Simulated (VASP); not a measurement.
# PbS (Amm2) in VASP: reference runs

How does PbS come out in PBE? The cell is run as given and disturbed.

Everything below comes from runs of VASP 6.6.1. Logs are shortened: lines on timing, memory, paths and dates and some standing lists are left out, and cuts for length are marked.

## (1) Starting point

The structure is orthorhombic, space group Amm2 (No. 38). The conventional cell has a = 4.070 Å, b = 11.380 Å, c = 11.147 Å, α = 90.00°, β = 90.00°, γ = 90.00°. Pb (site symmetry mm2) has 6 S at 2.91 to 3.13 Å as nearest neighbours. Pb (site symmetry mm2) has 4 S at 2.81 to 2.89 Å as nearest neighbours. Pb (site symmetry m) has 5 S at 2.81 to 3.14 Å as nearest neighbours. S (site symmetry mm2) has 6 Pb at 2.91 to 3.14 Å as nearest neighbours. Around S (site symmetry mm2) lie 4 Pb at 2.81 Å. Around S (site symmetry m) lie 5 Pb at 2.85 to 3.13 Å.

Measurements of this composition are mostly on another form, of space group No. 225.

## (2) Single point, PBE

INCAR

```
ALGO = Normal ; EDIFF = 1E-7
ENCUT = 520 ; GGA = PE
ISIF = 2 ; ISMEAR = -1
LASPH = True ; LCHARG = False
LREAL = False ; LWAVE = False
NBANDS = 50 ; NELM = 100
PREC = Accurate ; SIGMA = 0.05
```

KPOINTS

```
k-points
0
Gamma
  7 4 4
```

POSCAR

```
PbS
1.0
    4.0699280000      0.0000000000      0.0000000000
    0.0000000000      5.6898180000      5.5735990000
    0.0000000000     -5.6898180000      5.5735990000
Pb S
4 4
Direct
    0.0000000000      0.8237310000      0.8237310000
    0.5000000000      0.1373870000      0.1373870000
    0.0000000000      0.3391490000      0.6631120000
    0.0000000000      0.6631120000      0.3391490000
    0.5000000000      0.6372510000      0.6372510000
    0.0000000000      0.3108960000      0.3108960000
    0.5000000000      0.1178520000      0.7748220000
    0.5000000000      0.7748220000      0.1178520000
```

Potentials or basis: VASP PAW PBE potentials, release 64 (Pb_d, S).

The run is started by

```bash
> cat potpaw_PBE.64/Pb_d/POTCAR potpaw_PBE.64/S/POTCAR > POTCAR
> mpirun -np 1 vasp_std > vasp.out
```

OUTCAR:

```text
EDIFF = 1E-7
   ENCUT = 520
   GGA = PE
   ISIF = 2
   ISMEAR = -1
   LASPH = True
   LREAL = False
   NELM = 100
   PREC = Accurate

 ion  position               nearest neighbor table
   1  0.000  0.824  0.824-   5 2.91   5 2.91   8 3.13   7 3.13   7 3.13   8 3.13   3 4.04   4 4.04
                             2 4.05   2 4.05
   2  0.500  0.137  0.137-   6 2.81   6 2.81   8 2.89   7 2.89   1 4.05   1 4.05
   3  0.000  0.339  0.663-   6 2.81   7 2.85   7 2.85   5 3.14   5 3.14   4 3.69   1 4.04
   4  0.000  0.663  0.339-   6 2.81   8 2.85   8 2.85   5 3.14   5 3.14   3 3.69   1 4.04
   5  0.500  0.637  0.637-   1 2.91   1 2.91   4 3.14   3 3.14   3 3.14   4 3.14
   6  0.000  0.311  0.311-   2 2.81   2 2.81   4 2.81   3 2.81
   7  0.500  0.118  0.775-   3 2.85   3 2.85   2 2.89   1 3.13   1 3.13
   8  0.500  0.775  0.118-   4 2.85   4 2.85   2 2.89   1 3.13   1 3.13

  LATTYP: Found a base centered orthorhombic cell.
 ALAT       =    11.1471980000
 B/A-ratio  =     1.0208516974
 C/A-ratio  =     0.3651077159

  Lattice vectors:

 A1 = (   0.0000000000,   5.6898180000,   5.5735990000)
 A2 = (   0.0000000000,  -5.6898180000,   5.5735990000)
 A3 = (   4.0699280000,   0.0000000000,   0.0000000000)

Analysis of symmetry for initial positions (statically):
=====================================================================
 Subroutine PRICEL returns:
 Original cell was already a primitive cell.

 Routine SETGRP: Setting up the symmetry group for a
 base centered orthorhombic supercell.

 Subroutine GETGRP returns: Found  4 space group operations
 (whereof  4 operations were pure point group operations)
 out of a pool of  8 trial point group operations.

The static configuration has the point symmetry C_2v.

Analysis of symmetry for dynamics (positions and initial velocities):
=====================================================================
 Subroutine PRICEL returns:
 Original cell was already a primitive cell.

 Routine SETGRP: Setting up the symmetry group for a
 base centered orthorhombic supercell.

 Subroutine GETGRP returns: Found  4 space group operations
 (whereof  4 operations were pure point group operations)
 out of a pool of  8 trial point group operations.

The dynamic configuration has the point symmetry C_2v.

 Subroutine INISYM returns: Found  4 space group operations
 (whereof  4 operations are pure point group operations),
 and found     1 'primitive' translations

----------------------------------------------------------------------------------------

[... 112 lines left out ...]
   POTIM  = 0.5000    time-step for ionic-motion
   TEBEG  =    0.0;   TEEND  =   0.0 temperature during run
   PSTRESS=    0.0 pullay stress
   NELECT =      80.0000    total number of electrons
   NUPDOWN=      -1.0000    fix difference up-down
   EMIN   =  10.00;   EMAX   =-10.00  energy-range for DOS
   EFERMI =   0.00;   METHOD = LEGACY
   ISMEAR =    -1;   SIGMA  =   0.05  broadening in eV -4-tet -1-fermi 0-gaus
   EFERMI_NEDOS =   21; number of points for ismear=-14 and -15
   IALGO  =     38    algorithm
   IMIX   =      4    mixing-type and parameters
     AMIX     =   0.40;   BMIX     =  1.00
     AMIX_MAG =   1.60;   BMIX_MAG =  1.00
  volume/ion in A,a.u.               =      32.27       217.75
  Fermi-wavevector in a.u.,A,eV,Ry     =   1.107868  2.093566 16.699393  1.227371
  Thomas-Fermi vector in A             =   2.244387
   LORBIT       =      0    0 simple, 1 ext, 2 COOP (PROOUT), +10 PAW based schemes
   GGA     = PE    functional components
   LHFCALC =     F    Hartree Fock is set to
   AEXX    =    0.0000 exact exchange contribution
   IVDW    =     0    specifies the selected vdW correction
   LEPSILON=     F    determine dielectric tensor
   LRPA    =     F    only Hartree local field effects (RPA)
 non-spin polarized calculation
  energy-cutoff  :      520.00
  volume of cell :      258.14
 maximum number of plane-waves:      6978
 NGX is ok and might be reduce to    30
   NGX = 15   NGY = 29   NGZ = 29

 number of electron      79.9999989 magnetization

 Free energy of the ion-electron system (eV)
  ---------------------------------------------------
  ext. energy  EPLUGINS =         0.00000000
  ---------------------------------------------------
  free energy    TOTEN  =       -33.77734599 eV

  energy without entropy =      -33.77731030  energy(sigma->0) =      -33.77732814

 E-fermi :   4.0114     XC(G=0):  -8.4647

 val. band max:        3.6868665026   @ k =   0.0000   0.0000   0.0000
 cond. band min:       4.4105474311   @ k =   0.4286  -0.2500   0.2500
 fundamental gap:      0.7236809285
 Fermi energy:         4.0113951239

 k-point     1 :       0.0000    0.0000    0.0000
  band No.  band energies     occupation
      1     -13.2035      2.00000
      2     -13.1290      2.00000
      3     -13.1020      2.00000
      4     -13.0955      2.00000
      5     -13.0901      2.00000
      6     -13.0832      2.00000
[... 1261 lines left out ...]
     49       7.6590      0.00000
     50       8.3821      0.00000

 [... further k-points ...]

------------------------ aborting loop because EDIFF is reached ----------------------------------------

  FORCE on cell =-STRESS in cart. coord.  units (eV):
  Direction    XX          YY          ZZ          XY          YZ          ZX
  --------------------------------------------------------------------------------------
  -------------------------------------------------------------------------------------
  Total        0.4903780      0.3723896      0.3445731      0.0000000      0.0000000      0.0000000
  in kB        3.0436225      2.3113054      2.1386569      0.0000000      0.0000000      0.0000000
  external PRESSURE =       2.4978616 kB  Pullay stress =       0.0000000 kB

 VOLUME and BASIS-vectors are now :
 -----------------------------------------------------------------------------
  energy-cutoff  :      520.00
  volume of cell :      258.14
      direct lattice vectors                 reciprocal lattice vectors
     4.069928000  0.000000000  0.000000000     0.245704592  0.000000000  0.000000000
     0.000000000  5.689818000  5.573599000     0.000000000  0.087876273  0.089708642
     0.000000000 -5.689818000  5.573599000     0.000000000 -0.087876273  0.089708642

 POSITION                                       TOTAL-FORCE (eV/Angst)
 -----------------------------------------------------------------------------------
      0.00000      0.00000      9.18229         0.000000     -0.000000      0.065087
      2.03496      0.00000      1.53148         0.000000     -0.000000     -0.014360
      0.00000     -1.84329      5.58620         0.000000      0.020517      0.076848
      0.00000      1.84329      5.58620         0.000000     -0.020517      0.076848
      2.03496      0.00000      7.10356         0.000000     -0.000000     -0.067484
      0.00000      0.00000      3.46562         0.000000     -0.000000      0.043447
      2.03496     -3.73804      4.97541         0.000000     -0.031149     -0.090193
      2.03496      3.73804      4.97541         0.000000      0.031149     -0.090193
 -----------------------------------------------------------------------------------
    total drift:                                0.000000      0.000001      0.001498

  FREE ENERGIE OF THE ION-ELECTRON SYSTEM (eV)
  ---------------------------------------------------
  free  energy   TOTEN  =       -33.7773459866 eV

  energy  without entropy=      -33.7773102984  energy(sigma->0) =      -33.77732814
```

stdout:

```text
POSCAR found type information on POSCAR PbS
 POSCAR found :  2 types and       8 ions
 scaLAPACK will be used
 LDA part: xc-table for (Slater+PW92), standard interpolation
 POSCAR, INCAR and KPOINTS ok, starting setup
 FFT: planning ... GRIDC
 FFT: planning ... GRID_SOFT
 FFT: planning ... GRID
 WAVECAR not read
 entering main loop
```

Wall time 7.5 min (1 thread of Intel Xeon 6975P-C (Granite Rapids), shared host); peak memory 0.47 GiB.

Results:

```
Free energy            : -33.7773 eV
Pressure               : 0.2 GPa
Largest force          : 0.095 eV/Å
Band gap on the k mesh : 0.72 eV, indirect (least direct gap 0.88 eV)
```

Forces on the atoms (eV/Å):
```
Pb   0.000  0.000  0.065
Pb   0.000  0.000 -0.014
Pb   0.000  0.021  0.077
Pb   0.000 -0.021  0.077
S    0.000  0.000 -0.067
S    0.000  0.000  0.043
S    0.000 -0.031 -0.090
S    0.000  0.031 -0.090
```

Stress tensor (GPa, compression positive):
```
0.30 0.00 0.00
0.00 0.23 0.00
0.00 0.00 0.21
```

Levels at points of the mesh, in eV from the valence-band top:
```tsv
k point	band 36	band 37	band 38	band 39	band 40	band 41	band 42	band 43	band 44	band 45
(0.00, 0.00, 0.00)	-1.60	-1.32	-1.21	-1.13	0.00	0.95	2.26	2.59	2.60	2.87
(0.00, 0.50, 0.00)	-1.52	-1.30	-0.94	-0.77	-0.29	1.32	2.07	2.52	2.61	2.81
(0.00, 0.50, 0.50)	-1.65	-1.61	-1.51	-0.49	-0.34	1.10	1.28	2.85	2.97	3.13
```

Caveat: spin-orbit coupling is left out, which as a rule narrows the gap of such compounds by several tenths of an eV; an odd mesh through Γ misses points on the zone boundary, where band edges often lie.

## (3) Single point, PBE (atoms moved at random, drawn with an rms of 0.05 Å)

INCAR

```
  PREC = Accurate
  ENCUT = 520
  EDIFF = 1E-7
  ISMEAR = -1
  SIGMA = 0.05
  LREAL = F
  LASPH = T
  NELM = 100
  ALGO = Normal
  ISIF = 2
  LWAVE = F
  LCHARG = F
  GGA = PE
  NBANDS = 50
```

KPOINTS

```
regular mesh
0
Gamma
  7 4 4
```

POSCAR

```
PbS
1.0
    4.0699280000      0.0000000000      0.0000000000
    0.0000000000      5.6898180000      5.5735990000
    0.0000000000     -5.6898180000      5.5735990000
Pb S
4 4
Direct
    0.0009060000      0.8194270000      0.8196210000
    0.5088960000      0.1450430000      0.1391840000
    0.0031690000      0.3367300000      0.6689640000
   -0.0094070000      0.6682550000      0.3291870000
    0.4903740000      0.6318840000      0.6359580000
    0.0074520000      0.3204700000      0.3104070000
    0.5032730000      0.1214960000      0.7736840000
    0.5110940000      0.7707790000      0.1158720000
```

Potentials or basis: VASP PAW PBE potentials, release 64 (Pb_d, S).

The run is started by

```bash
> cat potpaw_PBE.64/Pb_d/POTCAR potpaw_PBE.64/S/POTCAR > POTCAR
> mpirun -np 1 vasp_std > vasp.out
```

OUTCAR:

```text
PREC = Accurate
   ENCUT = 520
   EDIFF = 1E-7
   ISMEAR = -1
   LREAL = F
   LASPH = T
   NELM = 100
   ISIF = 2
   GGA = PE

 ion  position               nearest neighbor table
   1  0.001  0.819  0.820-   5 2.87   5 2.93   8 3.12   7 3.17   8 3.17   7 3.18   3 4.00   4 4.06
                             2 4.12
   2  0.509  0.145  0.139-   6 2.80   6 2.81   7 2.91   8 2.98   1 4.12
   3  0.003  0.337  0.669-   7 2.80   7 2.80   6 2.86   5 3.09   5 3.16   4 3.82   1 4.00
   4  0.991  0.668  0.329-   8 2.72   6 2.77   8 2.85   5 3.20   5 3.20   3 3.82   1 4.06
   5  0.490  0.632  0.636-   1 2.87   1 2.93   3 3.09   3 3.16   4 3.20   4 3.20
   6  0.007  0.320  0.310-   4 2.77   2 2.80   2 2.81   3 2.86
   7  0.503  0.121  0.774-   3 2.80   3 2.80   2 2.91   1 3.17   1 3.18
   8  0.511  0.771  0.116-   4 2.72   4 2.85   2 2.98   1 3.12   1 3.17

  LATTYP: Found a base centered orthorhombic cell.
 ALAT       =    11.1471980000
 B/A-ratio  =     1.0208516974
 C/A-ratio  =     0.3651077159

  Lattice vectors:

 A1 = (   0.0000000000,   5.6898180000,   5.5735990000)
 A2 = (   0.0000000000,  -5.6898180000,   5.5735990000)
 A3 = (   4.0699280000,   0.0000000000,   0.0000000000)

Analysis of symmetry for initial positions (statically):
=====================================================================
 Subroutine PRICEL returns:
 Original cell was already a primitive cell.

 Routine SETGRP: Setting up the symmetry group for a
 base centered orthorhombic supercell.

 Subroutine GETGRP returns: Found  1 space group operations
 (whereof  1 operations were pure point group operations)
 out of a pool of  8 trial point group operations.

The static configuration has the point symmetry C_1 .

Analysis of symmetry for dynamics (positions and initial velocities):
=====================================================================
 Subroutine PRICEL returns:
 Original cell was already a primitive cell.
[... 144 lines left out ...]
   LORBIT       =      0    0 simple, 1 ext, 2 COOP (PROOUT), +10 PAW based schemes
   GGA     = PE    functional components
   LHFCALC =     F    Hartree Fock is set to
   AEXX    =    0.0000 exact exchange contribution
   IVDW    =     0    specifies the selected vdW correction
   LEPSILON=     F    determine dielectric tensor
   LRPA    =     F    only Hartree local field effects (RPA)
 non-spin polarized calculation
  energy-cutoff  :      520.00
  volume of cell :      258.14
 maximum number of plane-waves:      6978
 NGX is ok and might be reduce to    30
   NGX = 15   NGY = 29   NGZ = 29

 number of electron      79.9999995 magnetization

 Free energy of the ion-electron system (eV)
  ---------------------------------------------------
  ext. energy  EPLUGINS =         0.00000000
  ---------------------------------------------------
  free energy    TOTEN  =       -33.72329692 eV

  energy without entropy =      -33.72325758  energy(sigma->0) =      -33.72327725

 E-fermi :   4.0411     XC(G=0):  -8.4698

 val. band max:        3.7135831169   @ k =   0.0000   0.0000   0.0000
 cond. band min:       4.4241583867   @ k =   0.4286  -0.2500   0.2500
 fundamental gap:      0.7105752698
 Fermi energy:         4.0411354883

 k-point     1 :       0.0000    0.0000    0.0000
  band No.  band energies     occupation
      1     -13.2856      2.00000
      2     -13.2188      2.00000
      3     -13.1775      2.00000
      4     -13.1712      2.00000
      5     -13.1459      2.00000
      6     -13.0701      2.00000
[... 1261 lines left out ...]
     49       7.9529      0.00000
     50       8.1998      0.00000

 [... further k-points ...]

------------------------ aborting loop because EDIFF is reached ----------------------------------------

  FORCE on cell =-STRESS in cart. coord.  units (eV):
  Direction    XX          YY          ZZ          XY          YZ          ZX
  --------------------------------------------------------------------------------------
  -------------------------------------------------------------------------------------
  Total        0.9276009      0.8974733     -0.0679305     -0.3379575      0.1864355      0.1571828
  in kB        5.7573274      5.5703351     -0.4216230     -2.0975960      1.1571463      0.9755844
  external PRESSURE =       3.6353465 kB  Pullay stress =       0.0000000 kB

 VOLUME and BASIS-vectors are now :
 -----------------------------------------------------------------------------
  energy-cutoff  :      520.00
  volume of cell :      258.14
      direct lattice vectors                 reciprocal lattice vectors
     4.069928000  0.000000000  0.000000000     0.245704592  0.000000000  0.000000000
     0.000000000  5.689818000  5.573599000     0.000000000  0.087876273  0.089708642
     0.000000000 -5.689818000  5.573599000     0.000000000 -0.087876273  0.089708642

 POSITION                                       TOTAL-FORCE (eV/Angst)
 -----------------------------------------------------------------------------------
      0.00369     -0.00110      9.13540        -0.034353      0.015582      0.008835
      2.07117      0.03334      1.58417        -0.030805     -0.069899     -0.102370
      0.01290     -1.89035      5.60534         0.015408      0.340877      0.083992
      4.03164      1.92924      5.55934         0.171197     -0.284781      0.309524
      1.99579     -0.02318      7.06644         0.164642      0.027605      0.112448
      0.03033      0.05726      3.51626        -0.002580     -0.077547     -0.187760
      2.04828     -3.71083      4.98937        -0.049081     -0.282623     -0.101723
      2.08012      3.72630      4.94184        -0.234427      0.330786     -0.122945
 -----------------------------------------------------------------------------------
    total drift:                                0.000475      0.000085     -0.000947

  FREE ENERGIE OF THE ION-ELECTRON SYSTEM (eV)
  ---------------------------------------------------
  free  energy   TOTEN  =       -33.7232969241 eV

  energy  without entropy=      -33.7232575849  energy(sigma->0) =      -33.72327725
```

It took 13 min on 1 thread of Intel Xeon 6975P-C (Granite Rapids), shared host; peak memory 0.67 GiB.

What came out:

```yaml
Free_energy: -33.7233 eV
Pressure: 0.4 GPa
Largest_force: 0.454 eV/Å
Band_gap_on_the_k_mesh: 0.71 eV, indirect (least direct gap 0.96 eV)
```

Forces in eV/Å, atoms in the order of the input:
```
Pb  -0.034  0.016  0.009
Pb  -0.031 -0.070 -0.102
Pb   0.015  0.341  0.084
Pb   0.171 -0.285  0.310
S    0.165  0.028  0.112
S   -0.003 -0.078 -0.188
S   -0.049 -0.283 -0.102
S   -0.234  0.331 -0.123
```

Caveat: spin-orbit coupling is left out, which as a rule narrows the gap of such compounds by several tenths of an eV; an odd mesh through Γ misses points on the zone boundary, where band edges often lie.
